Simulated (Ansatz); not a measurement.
# What a trial cell of MnSi relaxes into

Level of theory: DFT PBE, scalar-relativistic, plane waves, PAW in Ansatz. Cutoff 420 eV, Γ-centred k mesh, Gaussian smearing, collinear spin, first started from parallel moments.

The start puts MnSi on the litharge structure type (P4/nmm, No. 129), with Mn in place of Pb, Si in place of O, at a guessed volume.

```yaml
crystal:
  lattice:
    - [3.36898, 0.00000, 0.00000]
    - [0.00000, 3.36898, 0.00000]
    - [0.00000, 0.00000, 4.25700]
  atoms:
    - { symbol: Mn, position: [0.00000, 0.50000, 0.23510] }
    - { symbol: Mn, position: [0.50000, 0.00000, 0.76490] }
    - { symbol: Si, position: [0.00000, 0.00000, 0.00000] }
    - { symbol: Si, position: [0.50000, 0.50000, 0.00000] }
```

Cell and atoms relax at zero pressure; the relaxation can't lower the symmetry of the start. After a coarse first stage the cell is made exact in the group found at 0.06 Å.

Formation energies are uncorrected and refer to the elements' standard structures at the same level.

Which crystal results?

It ends in Pm-3m (No. 221). The result has the caesium chloride structure. Conventional cell: a = 2.795 Å. Mn is coordinated by 8 Si at 2.42 Å and 6 Mn at 2.80 Å; around Si lie 8 Mn at 2.42 Å and 6 Si at 2.80 Å.

```
Mn Si
1.0
     2.79522    0.00000    0.00000
     0.00000    2.79522    0.00000
     0.00000    0.00000    2.79522
Mn Si
1 1
Direct
  0.50000 0.50000 0.50000
  0.00000 0.00000 0.00000
```

What are its volume, energy, gap and moment?

The volume per atom is 10.92 Å³. The density is 6.31 g/cm³, the energy over the elements is -0.32 eV/atom and the gap on the 20×20×18 mesh is 0 eV (a metal). The net moment per atom is 0.00 μB and the largest site moment is 0.00 μB.

The final run used a 20×20×18 mesh on its 2-atom cell and 0.10 eV smearing. The k mesh leaves about 4 meV/atom of noise in metals. Symmetry constrained the relaxation, so the result can be a saddle point.

Cost: 4 runs of about 5.3 core-minutes in all, on Intel Xeon 6975P-C (Granite Rapids) (shared hosts).